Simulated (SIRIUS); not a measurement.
CsPbBr3:

```xyz
5
Lattice="5.8700 0.0000 0.0000 0.0000 5.8700 0.0000 0.0000 0.0000 5.8700" Properties=species:S:1:pos:R:3 pbc="T T T"
Pb    2.9350    2.9350    2.9350
Cs    0.0000    0.0000    0.0000
Br    2.9350    2.9350    0.0000
Br    2.9350    0.0000    2.9350
Br    0.0000    2.9350    2.9350
```

Measurements of this composition are mostly on another form, of space group No. 62.

| Item | Value |
| --- | --- |
| Program | SIRIUS 7.10.0 |
| Task | single point |
| Functional | PBEsol |
| Potentials or basis | PseudoDojo 0.4.1 PBEsol standard (scalar relativistic) |
| Cutoff | 765 eV |
| Density cutoff | 3061 eV |
| k mesh | 5 × 5 × 5 |
| Occupations | fermi-dirac, width 0.05 eV |
| Spin | no spin polarisation |

On this cell: pressure 0.0 GPa; largest force zero by symmetry; band gap on the k mesh 2.58 eV, direct.

The same run follows on a disturbed copy (atoms moved at random, drawn with an rms of 0.05 Å):

```
Pb Cs Br
1.0
     5.87000    0.00000    0.00000
     0.00000    5.87000    0.00000
     0.00000    0.00000    5.87000
Pb Cs Br
1 1 3
Cartesian
  2.9140 2.8968 2.9329
  -0.0197 -0.0057 -0.0330
  2.9731 2.9872 -0.0671
  2.9588 0.0182 2.9586
  0.0363 2.8839 2.9004
```

Question: What changes?

Answer: The energy moves by +2.5 meV/atom; pressure 0.1 GPa; largest force 0.226 eV/Å; band gap on the k mesh 2.52 eV.

Forces in eV/Å, atoms in the order of the input:
```
Pb   0.126  0.126 -0.139
Cs  -0.007 -0.003 -0.006
Br   0.002 -0.002  0.165
Br   0.004 -0.126 -0.013
Br  -0.126  0.006 -0.008
```

Caveats: spin-orbit coupling is left out, which as a rule narrows the gap of such compounds by several tenths of an eV; an odd mesh through Γ misses points on the zone boundary, where band edges often lie.
